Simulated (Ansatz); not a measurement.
# InSb: frozen-core PAW against all-electron methods

```
In Sb
1.0
     5.35700    0.00000    0.00000
     0.00000    5.71200    0.00000
     0.00000    0.00000    3.06300
In Sb
2 2
Direct
  0.00000 0.00000 0.00000
  0.50000 0.50000 0.00000
  0.50000 0.00000 0.83500
  0.00000 0.50000 0.16500
```

Atoms are numbered in the order listed.

The geometry is COD entry 1525500, unchecked; take it as a test cell.

No spin–orbit coupling, which matters for the heavy atoms here.

All numbers are computed: DFT, PBE, PAW with Ansatz's default frozen-core files, scalar-relativistic (Ansatz 0.2.0); DFT, PBE, all-electron LAPW, scalar-relativistic (Ansatz 0.2.0).

For PAW: a Γ-centred 6×6×11 k mesh, Fermi–Dirac smearing of 0.08 eV, cutoff 420 eV, no spin polarisation. LAPW targets a basis error of 1 meV/atom. The Ansatz runs share mesh, smearing and spin set-up. Plane-wave (PAW) pressures include the program's estimate of the Pulay term.

Stress and pressure are positive in compression.

Levels count from the Fermi level.

PAW results:

| quantity | PAW |
| --- | --- |
| pressure (GPa) | 17.86 |
| stress xx (GPa) | 30.03 |
| stress yy (GPa) | 14.64 |
| stress zz (GPa) | 8.91 |
| force on In1, z (eV/Å) | 0.275 |
| force on Sb3, z (eV/Å) | -0.758 |
| highest filled level at Γ (eV) | -2.227 |
| lowest empty level at Γ (eV) | 3.058 |
| highest filled level at U (eV) | -1.293 |
| lowest empty level at U (eV) | 2.751 |

Problem. What does LAPW (all electrons) give for the same quantities?

Solution. 
```csv
quantity,LAPW
pressure (GPa),17.87
stress xx (GPa),30.02
stress yy (GPa),14.66
stress zz (GPa),8.92
"force on In1, z (eV/Å)",0.275
"force on Sb3, z (eV/Å)",-0.759
highest filled level at Γ (eV),-2.229
lowest empty level at Γ (eV),3.058
highest filled level at U (eV),-1.293
lowest empty level at U (eV),2.750
```
